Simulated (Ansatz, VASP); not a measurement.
This is a calculation of ZnS (Wurtzite-2H) for VASP 6.6.1. 

Contents of INCAR:

```
  PREC = Accurate
  ENCUT = 600
  EDIFF = 1E-6
  ISMEAR = -1
  SIGMA = 0.05
  LREAL = F
  LASPH = T
  NELM = 60
  ALGO = Fast
  ISIF = 3
  LWAVE = F
  LCHARG = F
  GGA = PE
  IVDW = 13
  IBRION = 2
  NSW = 40
  EDIFFG = -0.01
```

KPOINTS

```
regular mesh
0
Gamma
  8 8 5
```

The input POSCAR:

```
ZnS
1.0
    3.8110000000      0.0000000000      0.0000000000
   -1.9055000000      3.3004228138      0.0000000000
    0.0000000000      0.0000000000      6.2340000000
Zn S
2 2
Direct
    0.6666666667      0.3333333333      0.5000000000
    0.3333333333      0.6666666667      0.0000000000
    0.6666666667      0.3333333333      0.8850000000
    0.3333333333      0.6666666667      0.3850000000
```

Potentials or basis: VASP PAW PBE potentials, release 64 (Zn, S).

The run is started by

```bash
$ cat potpaw_PBE.64/Zn/POTCAR potpaw_PBE.64/S/POTCAR > POTCAR
$ mpirun -np 1 vasp_std > vasp.out
```

Q: Set up the same calculation for Ansatz 0.2.0. Potentials or basis there: Ansatz PAW, cutoff 420 eV.

A: As run (cutoffs and basis follow the program's own potentials, and thresholds, step limits or extra output files can differ):

Contents of input.yaml:

```yaml
crystal:
  lattice:
    - [3.811, 0.0, 0.0]
    - [-1.9055, 3.3004228138, 0.0]
    - [0.0, 0.0, 6.234]
  atoms:
    - { symbol: Zn, position: [0.6666666667, 0.3333333333, 0.5] }
    - { symbol: Zn, position: [0.3333333333, 0.6666666667, 0.0] }
    - { symbol: S, position: [0.6666666667, 0.3333333333, 0.885] }
    - { symbol: S, position: [0.3333333333, 0.6666666667, 0.385] }
hamiltonian:
  xc: pbe
  pseudopotentials: { kind: paw }
  dispersion: d4
kpoints:
  mp_grid: { grid: [8, 8, 5] }
scf:
  occupations: { method: fermi_dirac, width: 0.05 }
output:
  forces: true
  stress: true
  write_density: true
  write_potential: true
  elf: true
  volumetric_format: npy
relax:
  f_tol: 0.01
  max_steps: 40
  cell: { stress_tol: 0.05 }
```

Potentials or basis: Ansatz PAW.

Command:

```console
$ ansatz run input.yaml --threads 2 --pin off --max-ram 5632MiB --backend cpu --events-out ev --progress --plain --runs-dir out
```

Both were run:

|  | VASP | Ansatz |
| --- | --- | --- |
| Relaxed volume | 19.52 Å³/atom | 19.45 Å³/atom |
| Relaxed cell | a = 3.800 Å, b = 3.800 Å, c = 6.243 Å, α = 90.00°, β = 90.00°, γ = 120.00° | a = 3.796 Å, b = 3.796 Å, c = 6.237 Å, α = 90.00°, β = 90.00°, γ = 120.00° |
| Space group after relaxing | P6_3mc (No. 186) | P6_3mc (No. 186) |
| Pressure after relaxing | 0.0 GPa | 0.0 GPa |

Ansatz's pressure holds a Pulay term of +0.07 GPa for its cutoff of 420 eV, which the other run lacks.

Where Ansatz's input types no cutoff or centring, it takes its own default and a Γ-centred mesh.

Pressure is positive in compression.
